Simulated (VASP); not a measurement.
# CdSe (Cadmoselite) (P6_3mc) in VASP: settings compared, part 2 of 2

VASP 6.6.1.

### 3 Single point, PBE

This run uses another cell than the first one, of 25.90 Å³/atom, 0.869 times its volume.

Input file INCAR:

```
ALGO = Normal ; EDIFF = 1E-6
ENCUT = 520 ; GGA = PE
ISIF = 2 ; ISMEAR = -1
LASPH = T ; LCHARG = F
LREAL = F ; LWAVE = F
NBANDS = 26 ; NELM = 60
PREC = Accurate ; SIGMA = 0.05
```

Input file KPOINTS:

```
k-points
0
Gamma
  7 7 4
```

Input file POSCAR:

```
CdSe
1.0
    4.1280000000      0.0000000000      0.0000000000
   -2.0640000000      3.5749528668      0.0000000000
    0.0000000000      0.0000000000      7.0200000000
Cd Se
2 2
Direct
    0.6666666667      0.3333333333      0.5000000000
    0.3333333333      0.6666666667      0.0000000000
    0.6666666667      0.3333333333      0.8850000000
    0.3333333333      0.6666666667      0.3850000000
```

Potentials or basis: VASP PAW PBE potentials, release 64 (Cd, Se).

Command:

```console
$ cat potpaw_PBE.64/Cd/POTCAR potpaw_PBE.64/Se/POTCAR > POTCAR
$ mpirun -np 1 vasp_std > vasp.out
```

OUTCAR:

```text
EDIFF = 1E-6
   ENCUT = 520
   GGA = PE
   ISIF = 2
   ISMEAR = -1
   LASPH = T
   LREAL = F
   NELM = 60
   PREC = Accurate

 ion  position               nearest neighbor table
   1  0.667  0.333  0.500-   4 2.52   4 2.52   4 2.52   3 2.70
   2  0.333  0.667  0.000-   3 2.52   3 2.52   3 2.52   4 2.70
   3  0.667  0.333  0.885-   2 2.52   2 2.52   2 2.52   1 2.70
   4  0.333  0.667  0.385-   1 2.52   1 2.52   1 2.52   2 2.70

  LATTYP: Found a hexagonal cell.
 ALAT       =     4.1280000000
 C/A-ratio  =     1.7005813953

  Lattice vectors:

 A1 = (   4.1280000000,   0.0000000000,   0.0000000000)
 A2 = (  -2.0640000000,   3.5749528668,   0.0000000000)
 A3 = (   0.0000000000,   0.0000000000,   7.0200000000)

Analysis of symmetry for initial positions (statically):
=====================================================================
 Subroutine PRICEL returns:
 Original cell was already a primitive cell.

 Routine SETGRP: Setting up the symmetry group for a
 hexagonal supercell.

 Subroutine GETGRP returns: Found 12 space group operations
[... 169 lines left out ...]

 E-fermi :   2.1251     XC(G=0):  -9.2582

 val. band max:        1.6865708136   @ k =   0.0000   0.0000   0.0000
 cond. band min:       2.5173634422   @ k =   0.0000   0.0000   0.0000
 fundamental gap:      0.8307926286
 Fermi energy:         2.1250855993

 k-point     1 :       0.0000    0.0000    0.0000
  band No.  band energies     occupation
      1     -11.4910      2.00000
      2     -11.0940      2.00000
      3      -6.6709      2.00000
      4      -6.6709      2.00000
      5      -6.6127      2.00000
      6      -6.6127      2.00000
[... 685 lines left out ...]
     25       9.9356      0.00000
     26       9.9356      0.00000

------------------------ aborting loop because EDIFF is reached ----------------------------------------

  FORCE on cell =-STRESS in cart. coord.  units (eV):
  Direction    XX          YY          ZZ          XY          YZ          ZX
  --------------------------------------------------------------------------------------
  -------------------------------------------------------------------------------------
  Total        7.9924160      7.9924160      2.8329956      0.0000000      0.0000000      0.0000000
  in kB      123.6065658    123.6065658     43.8136429      0.0000000      0.0000000      0.0000000
  external PRESSURE =      97.0089248 kB  Pullay stress =       0.0000000 kB

 VOLUME and BASIS-vectors are now :
 -----------------------------------------------------------------------------
  energy-cutoff  :      520.00
  volume of cell :      103.60
      direct lattice vectors                 reciprocal lattice vectors
     4.128000000  0.000000000  0.000000000     0.242248062  0.139861984  0.000000000
    -2.064000000  3.574952867  0.000000000     0.000000000  0.279723968  0.000000000
     0.000000000  0.000000000  7.020000000     0.000000000  0.000000000  0.142450142

 POSITION                                       TOTAL-FORCE (eV/Angst)
 -----------------------------------------------------------------------------------
      2.06400      1.19165      3.51000        -0.000000     -0.000000      0.761467
     -0.00000      2.38330      0.00000         0.000000     -0.000000      0.761467
      2.06400      1.19165      6.21270         0.000000     -0.000000     -0.761467
     -0.00000      2.38330      2.70270        -0.000000      0.000000     -0.761467
 -----------------------------------------------------------------------------------
    total drift:                               -0.000000     -0.000000     -0.000028

  FREE ENERGIE OF THE ION-ELECTRON SYSTEM (eV)
  ---------------------------------------------------
  free  energy   TOTEN  =       -10.4715153402 eV

  energy  without entropy=      -10.4715115038  energy(sigma->0) =      -10.47151342
```

OSZICAR:

```text
N       E                     dE             d eps       ncg     rms          rms(c)
DAV:   1     0.249190500610E+03    0.24919E+03   -0.17502E+04  1248   0.127E+03
DAV:   2     0.175379007002E+01   -0.24744E+03   -0.23935E+03  1336   0.315E+02
DAV:   3    -0.111166032836E+02   -0.12870E+02   -0.12782E+02  1526   0.725E+01
DAV:   4    -0.112210002200E+02   -0.10440E+00   -0.10425E+00  1362   0.603E+00
DAV:   5    -0.112216016297E+02   -0.60141E-03   -0.60138E-03  1442   0.449E-01    0.109E+01
DAV:   6    -0.105116963998E+02    0.70991E+00   -0.12024E+00  1580   0.117E+01    0.822E+00
DAV:   7    -0.104792075842E+02    0.32489E-01   -0.67999E-01  1332   0.435E+00    0.238E+00
DAV:   8    -0.104711581660E+02    0.80494E-02   -0.90557E-02  1304   0.310E+00    0.488E-01
DAV:   9    -0.104713225751E+02   -0.16441E-03   -0.10649E-02  1342   0.116E+00    0.173E-01
DAV:  10    -0.104714302067E+02   -0.10763E-03   -0.10021E-03  1366   0.362E-01    0.764E-02
DAV:  11    -0.104715008235E+02   -0.70617E-04   -0.15098E-04  1292   0.760E-02    0.236E-02
DAV:  12    -0.104715143610E+02   -0.13538E-04   -0.22199E-05  1410   0.374E-02    0.128E-02
DAV:  13    -0.104715153402E+02   -0.97920E-06   -0.94362E-06  1316   0.332E-02
   1 F= -.10471515E+02 E0= -.10471513E+02  d E =-.383639E-05
```

Run time: 64 s. Hardware: 1 thread of AMD EPYC 7R13 (Zen 3), shared host; peak memory 0.21 GiB.

Results:

```
Free energy            : -10.4715 eV
Pressure               : 9.7 GPa
Largest force          : 0.761 eV/Å
Band gap on the k mesh : 0.83 eV, direct
```

Forces on the atoms (eV/Å):
```
Cd   0.000  0.000  0.761
Cd   0.000  0.000  0.761
Se   0.000  0.000 -0.761
Se   0.000  0.000 -0.761
```

Stress tensor (GPa, compression positive):
```
12.36  0.00  0.00
 0.00 12.36  0.00
 0.00  0.00  4.38
```

Levels at points of the mesh, in eV from the valence-band top:
```tsv
k point	band 14	band 15	band 16	band 17	band 18	band 19	band 20	band 21	band 22	band 23
(0.00, 0.00, 0.00)	-0.73	-0.73	-0.21	0.00	0.00	0.83	2.37	5.71	5.98	5.98
(0.00, 0.00, 0.50)	-2.93	-0.38	-0.38	-0.38	-0.38	2.51	2.51	5.75	5.75	6.37
```

Expect the measured gap to be larger: semilocal functionals such as PBE lack the derivative discontinuity.

### 4 Single point, PBE

This run uses another cell than the first one, of 26.99 Å³/atom, 0.906 times its volume.

Input file INCAR:

```
PREC = Accurate ; ENCUT = 520
EDIFF = 1E-7 ; ISMEAR = -1
SIGMA = 0.05 ; LREAL = F
LASPH = T ; NELM = 60
ALGO = Normal ; ISIF = 2
LWAVE = F ; LCHARG = F
GGA = PE ; NBANDS = 26
```

Input file KPOINTS:

```
Automatic mesh
0
Gamma
  7 7 4
```

Edit POSCAR of step 3 so:

```diff
@@ -2,4 +2,4 @@
 1.0
-    4.1280000000      0.0000000000      0.0000000000
-   -2.0640000000      3.5749528668      0.0000000000
+    4.2140000000      0.0000000000      0.0000000000
+   -2.1070000000      3.6494310516      0.0000000000
     0.0000000000      0.0000000000      7.0200000000
```

Potentials or basis: VASP PAW PBE potentials, release 64 (Cd, Se).

Command:

```console
$ cat potpaw_PBE.64/Cd/POTCAR potpaw_PBE.64/Se/POTCAR > POTCAR
$ mpirun -np 1 vasp_std > vasp.out
```

OUTCAR:

```text
PREC = Accurate
   ENCUT = 520
   EDIFF = 1E-7
   ISMEAR = -1
   LREAL = F
   LASPH = T
   NELM = 60
   ISIF = 2
   GGA = PE

 ion  position               nearest neighbor table
   1  0.667  0.333  0.500-   4 2.56   4 2.56   4 2.56   3 2.70
   2  0.333  0.667  0.000-   3 2.56   3 2.56   3 2.56   4 2.70
   3  0.667  0.333  0.885-   2 2.56   2 2.56   2 2.56   1 2.70
   4  0.333  0.667  0.385-   1 2.56   1 2.56   1 2.56   2 2.70

  LATTYP: Found a hexagonal cell.
 ALAT       =     4.2140000000
 C/A-ratio  =     1.6658756526

  Lattice vectors:

 A1 = (   4.2140000000,   0.0000000000,   0.0000000000)
 A2 = (  -2.1070000000,   3.6494310516,   0.0000000000)
 A3 = (   0.0000000000,   0.0000000000,   7.0200000000)

Analysis of symmetry for initial positions (statically):
=====================================================================
 Subroutine PRICEL returns:
 Original cell was already a primitive cell.

[... 170 lines left out ...]
  free energy    TOTEN  =       -10.74279343 eV

  energy without entropy =      -10.74278665  energy(sigma->0) =      -10.74279004

 E-fermi :   1.7067     XC(G=0):  -9.0668

 val. band max:        1.2941162490   @ k =   0.0000   0.0000   0.0000
 cond. band min:       2.0679279432   @ k =   0.0000   0.0000   0.0000
 fundamental gap:      0.7738116942
 Fermi energy:         1.7066574162

 k-point     1 :       0.0000    0.0000    0.0000
  band No.  band energies     occupation
      1     -11.5736      2.00000
      2     -11.1917      2.00000
      3      -6.8336      2.00000
      4      -6.8336      2.00000
      5      -6.7765      2.00000
      6      -6.7765      2.00000
[... 685 lines left out ...]
     25       9.4557      0.00000
     26       9.4557      0.00000

------------------------ aborting loop because EDIFF is reached ----------------------------------------

  FORCE on cell =-STRESS in cart. coord.  units (eV):
  Direction    XX          YY          ZZ          XY          YZ          ZX
  --------------------------------------------------------------------------------------
  -------------------------------------------------------------------------------------
  Total        5.2104577      5.2104577      2.0557144      0.0000000      0.0000000      0.0000000
  in kB       77.3267309     77.3267309     30.5081982      0.0000000      0.0000000      0.0000000
  external PRESSURE =      61.7205533 kB  Pullay stress =       0.0000000 kB

 VOLUME and BASIS-vectors are now :
 -----------------------------------------------------------------------------
  energy-cutoff  :      520.00
  volume of cell :      107.96
      direct lattice vectors                 reciprocal lattice vectors
     4.214000000  0.000000000  0.000000000     0.237304224  0.137007658  0.000000000
    -2.107000000  3.649431052  0.000000000     0.000000000  0.274015315  0.000000000
     0.000000000  0.000000000  7.020000000     0.000000000  0.000000000  0.142450142

 POSITION                                       TOTAL-FORCE (eV/Angst)
 -----------------------------------------------------------------------------------
      2.10700      1.21648      3.51000        -0.000000      0.000000      0.494351
     -0.00000      2.43295      0.00000         0.000000     -0.000000      0.494351
      2.10700      1.21648      6.21270        -0.000000     -0.000000     -0.494351
     -0.00000      2.43295      2.70270        -0.000000      0.000000     -0.494351
 -----------------------------------------------------------------------------------
    total drift:                               -0.000000      0.000000      0.000118

  FREE ENERGIE OF THE ION-ELECTRON SYSTEM (eV)
  ---------------------------------------------------
  free  energy   TOTEN  =       -10.7427934309 eV

  energy  without entropy=      -10.7427866506  energy(sigma->0) =      -10.74279004
```

Wall time 65 s (1 thread of AMD EPYC 7R13 (Zen 3), shared host); peak memory 0.22 GiB.

What came out:

- Free energy: -10.7428 eV
- Pressure: 6.2 GPa
- Largest force: 0.494 eV/Å
- Band gap on the k mesh: 0.77 eV, direct

Forces in eV/Å, atoms in the order of the input:
```
Cd   0.000  0.000  0.494
Cd   0.000  0.000  0.494
Se   0.000  0.000 -0.494
Se   0.000  0.000 -0.494
```

Stress tensor (GPa, compression positive):
```
7.73 0.00 0.00
0.00 7.73 0.00
0.00 0.00 3.05
```

### 5 Overview

| level | cell | gap on the mesh (eV) | pressure (GPa) | largest force (eV/Å) |
| --- | --- | --- | --- | --- |
| RPBE+D4 | a = 4.384, b = 4.384, c = 7.158 Å, angles 90.0, 90.0, 120.0°, 4 atoms | 0.74 | -1.4 | 0.24 |
| PBE | a = 4.128, b = 4.128, c = 7.020 Å, angles 90.0, 90.0, 120.0°, 4 atoms | 0.83 | 9.7 | 0.76 |
| PBE | a = 4.214, b = 4.214, c = 7.020 Å, angles 90.0, 90.0, 120.0°, 4 atoms | 0.77 | 6.2 | 0.49 |

Alike in all rows: task single point; potentials or basis VASP PAW PBE potentials, release 64 (Cd, Se); no spin polarisation; k mesh 7 × 7 × 4; cutoff (eV) 520; smearing fermi-dirac 0.05 eV.

Caveats: the PAW data sets were made with another functional, which shifts forces and pressure a little (some runs).

Absolute energies hang on the potentials; compare differences alone.

### 6 How close it comes

Step 2. Measured gap of CdSe: 1.841 eV (2 K; a printed reference work, data compilation). This calculation gives 0.74 eV (-1.10 eV). So large a miss can be the level of theory's own, or it may mean another phase, state or a wrong row. Spin-orbit coupling on Cd, Se is left out. The value is that of RPBE+D4, without temperature or zero-point motion. Semilocal functionals fall short of measured gaps as a rule.
